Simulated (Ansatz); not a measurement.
Computed with DFT PBE, scalar-relativistic, plane waves, PAW in Ansatz 0.2.0. All cells share a 420 eV cutoff and Γ-centred k meshes spaced at most 0.3 Å⁻¹ (0.19 for metals, 2π included).

All energies are static (0 K, no zero-point motion). Only the structures computed here compete, so a lower one can exist. The k mesh leaves about 4 meV/atom of noise in metals. No run is spin-polarised.

(1) Which of these relaxed structures of MgGe₂ is the lowest in energy?
A.

```cif
data_structure
_symmetry_space_group_name_H-M 'P-3m1'
_symmetry_Int_Tables_number 164
_cell_length_a 3.8843
_cell_length_b 3.8843
_cell_length_c 4.8744
_cell_angle_alpha 90.000
_cell_angle_beta 90.000
_cell_angle_gamma 120.000
_cell_volume 63.69
loop_
_atom_site_label
_atom_site_type_symbol
_atom_site_symmetry_multiplicity
_atom_site_Wyckoff_symbol
_atom_site_fract_x
_atom_site_fract_y
_atom_site_fract_z
_atom_site_occupancy
Mg1 Mg 1 b 0.00000 0.00000 0.50000 1
Ge1 Ge 2 d 0.33333 0.66667 0.12116 1
```

B.

```cif
data_structure
_symmetry_space_group_name_H-M 'P4_2/mnm'
_symmetry_Int_Tables_number 136
_cell_length_a 7.2264
_cell_length_b 7.2264
_cell_length_c 2.8345
_cell_angle_alpha 90.000
_cell_angle_beta 90.000
_cell_angle_gamma 90.000
_cell_volume 148.02
loop_
_atom_site_label
_atom_site_type_symbol
_atom_site_symmetry_multiplicity
_atom_site_Wyckoff_symbol
_atom_site_fract_x
_atom_site_fract_y
_atom_site_fract_z
_atom_site_occupancy
Mg1 Mg 2 a 0.00000 0.00000 0.00000 1
Ge1 Ge 4 f 0.26622 0.26622 0.00000 1
```

Results:

(1) A. The P-3m1 (No. 164) one; the other lies 427 meV/atom higher.